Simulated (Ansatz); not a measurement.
# ZnS: response to strain

Aim: deform ZnS (equal xx and yy strain of -3 %) and compute stress, forces and field gradients with LAPW, PAW and all-electron datasets made for the crystal.

Computed with Ansatz 0.2.0 (DFT PBEsol, scalar-relativistic, unless a step's input says otherwise).

**1. The structure to begin with**

Symmetry: F-43m, No. 216, cubic system. The conventional cell has a = 5.409 Å, b = 5.409 Å, c = 5.409 Å, α = 90.00°, β = 90.00°, γ = 90.00°. Zn (site symmetry -43m) has 4 S at 2.34 Å as nearest neighbours. Around S (site symmetry -43m) lie 4 Zn at 2.34 Å.

Coordinates:

```cif
data_structure
_symmetry_space_group_name_H-M 'P 1'
_symmetry_Int_Tables_number 1
_cell_length_a 3.8250
_cell_length_b 3.8250
_cell_length_c 3.8250
_cell_angle_alpha 60.000
_cell_angle_beta 60.000
_cell_angle_gamma 60.000
_cell_volume 39.57
loop_
_atom_site_label
_atom_site_type_symbol
_atom_site_fract_x
_atom_site_fract_y
_atom_site_fract_z
_atom_site_occupancy
Zn1 Zn 0.00000 0.00000 0.00000 1
S1 S 0.75000 0.75000 0.75000 1
```

Atoms are numbered in the order of the input: Zn1, S2.

**2. After the deformation**

Space group F-43m before, I-4m2 after.

**3. LAPW, all electrons**

The input, input.yaml:

```yaml
crystal:
  lattice:
    - [0.0, 2.6235105, 2.70465]
    - [2.6235105, 0.0, 2.70465]
    - [2.6235105, 2.6235105, 0.0]
  atoms:
    - { symbol: Zn, position: [0.0, 0.0, 0.0] }
    - { symbol: S, position: [0.75, 0.75, 0.75] }
kpoints:
  mp_grid: { grid: [8, 8, 8] }
  band_path:
    path:
      - [0.0, 0.0, 0.0]
      - [0.5, 0.0, 0.5]
      - [0.75, 0.25, 0.5]
      - [0.5, 0.5, 0.5]
      - [0.0, 0.0, 0.0]
      - [0.5, 0.5, 0.0]
      - [0.6323875, 0.6323875, 0.264775]
      - [0.3676125, 0.3676125, 0.735225]
      - [0.0, 0.0, 0.0]
    npoints: 5
scf:
  occupations: { method: fermi_dirac, width: 0.01 }
hamiltonian:
  xc: pbesol
  pseudopotentials: { kind: all_electron, lapw: { basis_error: 0.00025 } }
output:
  forces: true
  stress: true
  eigenvalues: true
```

Launch:

```sh
$ ansatz run input.yaml --threads 1 --pin off --max-ram 3072MiB --backend cpu --events-out ev --progress --plain --runs-dir out
```

**4. PAW on the default files**

The input, input.yaml:

```yaml
crystal:
  lattice:
    - [0.0, 2.6235105, 2.70465]
    - [2.6235105, 0.0, 2.70465]
    - [2.6235105, 2.6235105, 0.0]
  atoms:
    - { symbol: Zn, position: [0.0, 0.0, 0.0] }
    - { symbol: S, position: [0.75, 0.75, 0.75] }
kpoints:
  mp_grid: { grid: [8, 8, 8] }
scf:
  occupations: { method: fermi_dirac, width: 0.01 }
hamiltonian:
  xc: pbesol
  pseudopotentials: { kind: paw }
output:
  forces: true
  stress: true
  eigenvalues: true
  efg: { contact_densities: true }
```

**5. All-electron PAW on datasets made for the crystal**

Edit input.yaml of step 4 so:

```diff
@@ -14,3 +14,3 @@
   xc: pbesol
-  pseudopotentials: { kind: paw }
+  pseudopotentials: { kind: all_electron, datasets: crystal }
 output:
```

(Steps that only read results are left out.)

**Question.** What will these runs give? Wanted: pressure; largest shear or deviatoric stress.

**Answer**, as computed:

| quantity | value |
| --- | --- |
| pressure | LAPW 2.64, PAW 2.64, crystal datasets 2.64 GPa |
| largest shear or deviatoric stress (LAPW) | 0.88 GPa |

What this shows: The largest part of the stress beyond the pressure is 0.88 GPa in size, in the zz component; the atoms are carried along and not relaxed. No run of the undeformed cell stands beside it, so the pressure holds what the given cell had before the change. PAW: stress within 0.01 GPa of LAPW. Crystal datasets: stress within 0.01 GPa of LAPW.
